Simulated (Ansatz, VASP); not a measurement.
# HfC: VASP beside Ansatz

```
CELL_PARAMETERS angstrom
3.85370 0.00000 0.00000
-1.92685 3.33740 0.00000
0.00000 0.00000 4.63665
ATOMIC_POSITIONS crystal
Hf 0.66667 0.33333 0.43777
Hf 0.33333 0.66667 0.93777
C 0.66667 0.33333 0.93809
C 0.33333 0.66667 0.43809
```

Change from the starting cell: species swapped into the CdSe type (P6_3mc, No. 186).

Alike in both runs: functional PBE; k mesh 12 × 12 × 10; occupations gaussian, width 0.1 eV; no spin polarisation.

Ansatz relaxed the structure, and its values are those at the end. VASP's run is a single point on that final structure, the one shown.

```csv
,VASP,Ansatz
version,VASP 6.6.1,Ansatz 0.2.0
potentials or method,"VASP PAW PBE potentials, release 64 (Hf_pv, C)","scalar-relativistic, plane waves, PAW"
plane-wave cutoff (eV),520,420
valence electrons in the cell,28,60
```

|  | VASP | Ansatz | Ansatz less VASP |
| --- | --- | --- | --- |
| gap on the k mesh at the Fermi level (eV) | none | none | - |
| pressure (GPa) | -0.5 | 0.0 | +0.51 |

A gap of «none» marks a metal or a gap that the smearing closes. With one functional, cell and mesh, what is left measures potentials, basis and numerics. The two sets of potentials don't hold the same shells in valence.

The runs have no spin-orbit coupling, so splittings on Hf are missing.
